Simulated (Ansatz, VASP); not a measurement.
**Two plane-wave programs on Mg**

```
Mg
1.0
     3.21007    0.00000    0.00000
    -1.60503    2.78000    0.00000
     0.00000    0.00000   21.70687
Mg
4
Cartesian
  1.6050 0.9267 7.0000
  0.0000 1.8533 9.5690
  1.6050 0.9267 12.1020
  0.0000 1.8533 14.7148
```

Alike in both runs: functional PBE; k mesh 9 × 9 × 1; occupations gaussian, width 0.1 eV; no spin polarisation.

Ansatz relaxed the structure, and its values are those at the end. VASP's run is a single point on that final structure, the one shown.

```csv
,VASP,Ansatz
version,VASP 6.6.1,Ansatz 0.2.0
potentials or method,"VASP PAW PBE potentials, release 64 (Mg)","scalar-relativistic, plane waves, PAW"
plane-wave cutoff (eV),520,420
valence electrons in the cell,8,40
```

|  | VASP | Ansatz | Ansatz less VASP |
| --- | --- | --- | --- |
| gap on the k mesh at the Fermi level (eV) | none | none | - |
| rms of the force components (eV/Å) | 0.030 | 0.032 | +0.0015 |
| work function, face that differs most (eV) | 3.80 | 3.79 | -0.004 |

A gap of «none» marks a metal or a gap that the smearing closes. With one functional, cell and mesh, what is left measures potentials, basis and numerics. The two sets of potentials don't hold the same shells in valence. Ansatz warned: «xc_potential_rough_in_thin_density».
